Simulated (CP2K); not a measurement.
Runs of CP2K 2026.2 on GaN. The structure is hexagonal, space group P6_3mc (No. 186). Conventional cell: a = 3.180 Å, b = 3.180 Å, c = 5.166 Å, α = 90.00°, β = 90.00°, γ = 120.00°. Ga (site symmetry 3m) is surrounded by 4 N at 1.94 to 1.95 Å. Around N (site symmetry 3m) lie 4 Ga at 1.94 to 1.95 Å. 

| task | level | potentials or basis | spin | smearing | EPS_DEFAULT | k points reduced by the point group | points a segment of the path (NPOINTS) | bands added on the path | soc after scf | gap on the mesh (eV) | pressure (GPa) | largest force (eV/Å) |
| --- | --- | --- | --- | --- | --- | --- | --- | --- | --- | --- | --- | --- |
| band structure | PBE | GTH_POTENTIALS Ga GTH-PBE-q13, N GTH-PBE-q5; DZVP-MOLOPT-SR-GTH basis | off | fermi-dirac 0.05 eV | 1.0E-9 | yes | 6 | 2 | - | 1.95 | 9.8 | - |
| band structure | PBE | GTH_SOC_POTENTIALS Ga GTH-PBE-q13, N GTH-PBE-q5; DZVP-MOLOPT-SR-GTH basis | SOC, no magnetisation | fermi-dirac 0.05 eV | 1.0E-9 | - | 6 | 2 | yes | - | 9.8 | - |
| band structure | PBEsol | GTH_SOC_POTENTIALS Ga GTH-PBE-q13, N GTH-PBE-q5; DZVP-MOLOPT-SR-GTH basis | SOC, no magnetisation | fermi-dirac 0.05 eV | 1.0E-9 | - | 6 | 2 | yes | - | 4.4 | 0.13 |
| band structure | PBEsol | GTH_POTENTIALS Ga GTH-PBE-q13, N GTH-PBE-q5; DZVP-MOLOPT-SR-GTH basis | off | fermi-dirac 0.05 eV | 1.0E-9 | yes | 6 | 2 | - | 1.84 | 4.4 | 0.13 |
| single point | PBE | POTENTIAL_UZH Ga GTH-PBE-q13, N GTH-PBE-q5; TZVP-MOLOPT-PBE-GTH basis | off | gaussian 0.012 eV | 1.0E-10 | yes | - | - | - | 1.94 | (a) | - |

Alike in all rows: cell as given; k mesh 10 × 10 × 5.

Estimate the missing entries.

(a) 9.4.

Caveats: the basis of atomic orbitals isn't converged, which shifts pressures, moduli and gaps; the forces don't sum to zero, a sign of grid noise (some runs); the potentials were made for another functional, which shifts forces and pressure (some runs).

A k mesh can miss the band edges, and rows without SOC leave out spin-orbit coupling on Ga.
